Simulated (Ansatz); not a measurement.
# MgB2 (P6/mmm) in Ansatz: single point with PBE

Aim: the single point of MgB2 with PBE.

Everything below comes from runs of Ansatz 0.2.0. Logs are shortened: lines on timing, memory, paths and dates and some standing lists are left out, and cuts for length are marked.

## Step 1: The structure

It takes space group P6/mmm (No. 191, hexagonal). Conventional cell: a = 3.085 Å, b = 3.085 Å, c = 3.523 Å, α = 90.00°, β = 90.00°, γ = 120.00°. Around Mg (site symmetry 6/mmm) lie 12 B at 2.51 Å. B (site symmetry -6m2) has 3 B at 1.78 Å as nearest neighbours.

## Step 2: Single point, PBE

input.yaml

```yaml
crystal:
  lattice:
    - [3.085, 0.0, 0.0]
    - [-1.5425, 2.6716883707, 0.0]
    - [0.0, 0.0, 3.523]
  atoms:
    - { symbol: Mg, position: [0.0, 0.0, 0.0] }
    - { symbol: B, position: [0.6666666667, 0.3333333333, 0.5] }
    - { symbol: B, position: [0.3333333333, 0.6666666667, 0.5] }
kpoints:
  mp_grid: { grid: [6, 6, 5] }
scf:
  occupations: { method: fermi_dirac, width: 0.03 }
hamiltonian:
  xc: pbe
  pseudopotentials: { kind: all_electron, lapw: { basis_error: 0.002 } }
output:
  forces: true
  stress: true
  eigenvalues: true
```

Potentials or basis: all-electron LAPW, scalar-relativistic.

Command:

```sh
$ ansatz run input.yaml --threads 2 --pin off --max-ram 6144MiB --backend cpu --events-out ev --progress --plain --runs-dir out
```

Output:

```text
Warning: RAYON_NUM_THREADS=2 ignored (pool sized by the plan → 2); use --threads N
LAPW: plane waves up to 8.399 Å⁻¹, error target 2.0e-3 eV per atom; small_component_spin mean_spin; B in spheres of 0.891 Å, 5 of its electrons in bands, Dirac shells []; Mg in spheres of 1.099 Å, 10 of its electrons in bands, Dirac shells [] (how accurate: hamiltonian.pseudopotentials.lapw.basis_error, Limitations)
Engine: ansatz 0.2.0, aarch64-unknown-linux-gnu
Pseudopotentials: kind: all_electron
Pseudopotential: Mg, LAPW, valence charge 10, lapw/all_electron/scalar/gaussian/Mg, Koelling and Harmon's equation, gaussian nucleus
Pseudopotential: B, LAPW, valence charge 5, lapw/all_electron/scalar/gaussian/B, Koelling and Harmon's equation, gaussian nucleus
Functional definition: PBE
  parameter kappa = 0.804
  parameter beta = 0.06672455060314922
  exchange = pbe_x(kappa = kappa, mu = beta*pi^2/3)
  correlation = pbe_c(beta = beta)
Crystal: 3 atoms, lattice volume = 29.037 Å³
Basis set: ecut = 268.7578156610515 eV, 291 PW (Γ), exchange–correlation at level 2
Bands: 14, of which v1, the nominal top of the filled ones, is band 10 counted from 1 (9 counted from 0)
Symmetry: 24 space group operations
Space group: P6/mmm (ITA 191), of the structure as read, at distance tolerance 3.1e-5 Å
k-points: 21 of 180
Non-local potential: Mg, projectors of the file, none
Non-local potential: B, projectors of the file, none
Initial density: superposition of atomic densities (chi_scale 0.1, normalization cell, long waves kept (reshape's long-wave potential 0.00 eV rms))
Initial wavefunctions: plane waves of lowest kinetic energy (no species holds an atomic orbital)
Functional: x = pbe(κ = 0.804, μ = 0.2195149727645171), c = pbe(β = 0.06672455060314922)
iter 1 solved again at ethr=2.02e-2 eV; its pass at ethr=1.00e-1 eV (dr2=4.04e0 eV) is discarded
SCF iter   1: F=—  HF=-6805.802097 eV  |F-HF|=—  |Δ(HF+E_count)|=         —  Δρ=8.49e-2  dr2=4.05e0  ethr=2.02e-2  ⟨swp⟩=2.1  Hψ=2130  notcnv=0
preconditioner: auto → none  [insulator: Δε(μ)=0.107 eV  Ē_g=11.796 eV  σ=0.030 eV  W_gap=0.71  n_scr=8 (ndim 8)  ℏωp=19.5 eV  f_vac=0.000  D(μ)=0.64/eV (n_scr^D=2)  ε∞_Penn≈3.7]
iter 2 solved again at ethr=1.93e-4 eV; its pass at ethr=2.02e-2 eV (dr2=3.86e-2 eV) is discarded
SCF iter   2: F=—  HF=-6804.145879 eV  |F-HF|=—  |Δ(HF+E_count)|=    1.66e0  Δρ=1.44e-2  dr2=3.86e-2  ethr=1.93e-4  ⟨swp⟩=2.3  Hψ=1601  notcnv=0
SCF iter   3: F=—  HF=-6804.139492 eV  |F-HF|=—  |Δ(HF+E_count)|=         —  Δρ=6.97e-3  dr2=8.44e-3  ethr=1.93e-4  ⟨swp⟩=2.0  Hψ=798  notcnv=0
the basis was enlarged: its passes take 140.3 KiB over the memory plan, 2 of 2 planned eigensolver slots
SCF iter   4: F=—  HF=-6804.139752 eV  |F-HF|=—  |Δ(HF+E_count)|=   2.59e-4  Δρ=5.02e-4  dr2=3.19e-5  ethr=4.22e-5  ⟨swp⟩=2.0  Hψ=772  notcnv=0
SCF iter   5: F=—  HF=-6804.139742 eV  |F-HF|=—  |Δ(HF+E_count)|=   9.79e-6  Δρ=1.18e-4  dr2=2.17e-6  ethr=1.59e-7  ⟨swp⟩=2.6  Hψ=744  notcnv=0
SCF iter   6: F=-6804.139749 eV  HF=-6804.139749 eV  |F-HF|=1.81e-8  |Δ(HF+E_count)|=   6.77e-6  Δρ=9.36e-6  dr2=1.47e-8  ethr=1.08e-8  ⟨swp⟩=3.0  Hψ=756  notcnv=0
SCF 1 converged in 6 iterations: F = -6804.139749 eV  dr2 = 1.47e-8
SCF converged after 6 iterations
Free energy (F): -6804.139749 eV
Harris-Foulkes:  -6804.139749 eV  (|F-HF|=1.81e-8)
Internal energy: -6804.136403 eV  (E = F + TS)
E sigma→0 (E₀):  -6804.138076 eV
Entropy (-TS):   -0.003345 eV (-1.115 meV/atom)
Fermi energy:    9.104558 eV
--- Per-component energies (eV) ---
  E_band       = -946.618433
  E_kinetic    = 6804.459051
  E_xc         = -670.791736
  E_electrostatic = -12937.803719  (all electrons and nuclei)
  E_smearing   = -0.003345  (= −TS)
  E_closure    = 0.000000  (closes the sum)
  E_atoms      = -6788.863554  (free atoms, spherical and without spin; not in F)
  Σ components = -6804.139749   (vs F -6804.139749, Δ=0.00e0)
  Basis errors (estimates in eV, not in F): energy 1.2e-3 per atom: plane waves 1.1e-3 (6.3e-4 summed), levels above the bands 1.2e-132, relativity 9.4e-9, radial functions 8.2e-5, core shells 1.4e-12; eigenvalues (radial functions only) 6.9e-6; not estimated: angular momenta, meshes, grids; target (lapw.basis_error) 2.0e-3; muffin-tin radii B 0.891 Å, Mg 1.099 Å
--- Forces (eV/Å), atoms counted from 1 ---
  atom   1  Mg     0.00000000     0.00000000     0.00000000
  atom   2  B     -0.00000000     0.00000000     0.00000000
  atom   3  B      0.00000000    -0.00000000     0.00000000
  max |Σ_I F_I| component: 1.85e-17 eV/Å
--- Stress (GPa, compression-positive) ---
        1.435849       0.000000       0.000000
        0.000000       1.435849       0.000000
        0.000000       0.000000      -5.492745
  P = ⅓ Tr σ = -0.8737 GPa (-8.737 kbar)
--- Band table (eV; the first three rows and the last of 21) ---
  k-point 0: bands = ["-163.0794", "-163.0661", "-65.9848", "-32.7337", "-32.7337", "-32.7273", "-3.2368", "6.2454", "9.5272", "9.5272", "10.8316", "15.4721", "15.4721", "17.2386"]
  k-point 1: bands = ["-163.0794", "-163.0661", "-65.9848", "-32.7335", "-32.7335", "-32.7298", "-2.9015", "4.3073", "9.6493", "9.6493", "13.5752", "15.5796", "15.5796", "17.1936"]
  k-point 2: bands = ["-163.0794", "-163.0661", "-65.9846", "-32.7339", "-32.7332", "-32.7332", "-2.1397", "2.1325", "9.8620", "9.8620", "15.7706", "15.7706", "17.1199", "17.9782"]
  k-point 20: bands = ["-163.0727", "-163.0727", "-65.9809", "-32.7604", "-32.7604", "-32.7268", "2.6869", "2.6869", "3.9351", "7.4642", "7.4642", "13.0234", "20.6572", "20.6572"]
```

Wall time 1.1 s (2 threads of Arm Neoverse V2, shared host); peak memory 0.21 GiB.

What came out:

| Item | Value |
| --- | --- |
| Free energy | -6804.1397 eV |
| Pressure | -0.9 GPa |
| Band gap on the k mesh | none (metal or under the smearing width) |

Stress tensor (GPa, compression positive):
```
 1.44  0.00  0.00
 0.00  1.44  0.00
 0.00  0.00 -5.49
```

Caveat: the k mesh is coarse (spacing up to 0.39 Å⁻¹), so the values aren't converged; the k mesh is thin for a metal, which can move the energy by tens of meV per atom.
